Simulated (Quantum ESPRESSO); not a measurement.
## PtS2: dielectric tensor and Born charges under several settings

```
CELL_PARAMETERS angstrom
3.54320 0.00000 0.00000
-1.77160 3.06850 0.00000
0.00000 0.00000 5.03880
ATOMIC_POSITIONS crystal
Pt 0.00000 0.00000 0.00000
S 0.66667 0.33333 0.77300
S 0.33333 0.66667 0.22700
```

All runs used Quantum ESPRESSO 7.5; k mesh 8 × 8 × 4, shifted; given cell; no spin polarisation; cutoff 612 eV; occupations smeared at first, fixed for the response.

| level | potentials | pressure (GPa) | ε∞ (diagonal) | Born charge of atom 1 (e) | sum of the Born charges (e) |
| --- | --- | --- | --- | --- | --- |
| LDA | GBRV 1.5 LDA | 3.4 | 19.35, 19.35, 9.78 | 1.63 | 0.03 |
| PBE | GBRV 1.5 PBE | 11.3 | 18.19, 18.19, 8.93 | 1.71 | 0.02 |
| PBEsol | GBRV 1.5 PBEsol | ? | ? | ? | ? |
| WC | GBRV 1.5 PBE | 7.1 | 18.97, 18.97, 9.51 | 1.67 | 0.02 |
| BLYP | GBRV 1.5 PBE | 19.3 | 17.96, 17.96, 8.77 | 1.80 | 0.02 |
| AM05 | GBRV 1.5 PBE | 6.1 | 18.68, 18.68, 9.23 | 1.65 | 0.02 |

What stands in the row left open?

Pressure 6.0 GPa; ε∞ 18.91, 18.91, 9.46; Born charge of atom 1 1.65 e; sum of the Born charges 0.02 e.

Caveats: the cell is more than 3 GPa from zero pressure, which shifts response properties; the potentials were made for another functional, which shifts forces and pressure (some runs).

For the row left open. Caveat: the mesh is thin for the dielectric tensor, Born charges and intensities, which usually come out too large; the cell is more than 3 GPa from zero pressure, which shifts response properties.
